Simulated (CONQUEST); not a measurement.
Crystal: P.

```xyz
8
Lattice="3.2955 0.0000 0.0000 0.0000 4.5436 0.0000 0.0000 0.0000 10.9301" Properties=species:S:1:pos:R:3 pbc="T T T"
P     0.0326    2.6955    9.8668
P     1.6804    2.6955    4.4018
P     0.0010    1.8815    1.0268
P     1.6487    1.8815    6.4918
P     1.6453    0.4248    1.0115
P     3.2931    0.4248    6.4766
P     1.6205    4.1163    9.9349
P     3.2682    4.1163    4.4699
```

The cell isn't the ideal one: atoms moved at random, drawn with an rms of 0.05 Å.

Base run:

| Item | Value |
| --- | --- |
| Program | CONQUEST 1.3 |
| Functional | PBE |
| Potentials or basis | PseudoDojo NC PBE, DZP, grid cutoff 100 Ha |
| k mesh | 8 × 6 × 3 |
| Occupations | fermi-dirac, width 0.05 eV |
| Spin | no spin polarisation |

Its results: band gap on the k mesh 0.33 eV; pressure 5.5 GPa; largest force 1.730 eV/Å.

After a change of settings the same cell gave: band gap on the k mesh 0.48 eV; pressure 31.3 GPa; largest force 5.802 eV/Å. Which change was it?
A. potentials or basis from PseudoDojo NC PBE, DZP, grid cutoff 100 Ha to PseudoDojo NC PBE, SZ, grid cutoff 120 Ha
B. potentials or basis from PseudoDojo NC PBE, DZP, grid cutoff 100 Ha to PseudoDojo NC PBE, DZP, grid cutoff 60 Ha
C. potentials or basis from PseudoDojo NC PBE, DZP, grid cutoff 100 Ha to PseudoDojo NC PBE, DZ, grid cutoff 120 Ha
D. potentials or basis from PseudoDojo NC PBE, DZP, grid cutoff 100 Ha to PseudoDojo NC PBE, DZP, grid cutoff 200 Ha

A.

Caveats: an odd mesh through Γ misses points on the zone boundary, where band edges often lie; the basis of atomic orbitals isn't converged, which shifts pressures, moduli and gaps; the box holds several primitive cells, so bands are folded and the points are those of the box's own zone (some runs); the atomic basis is small (some runs).
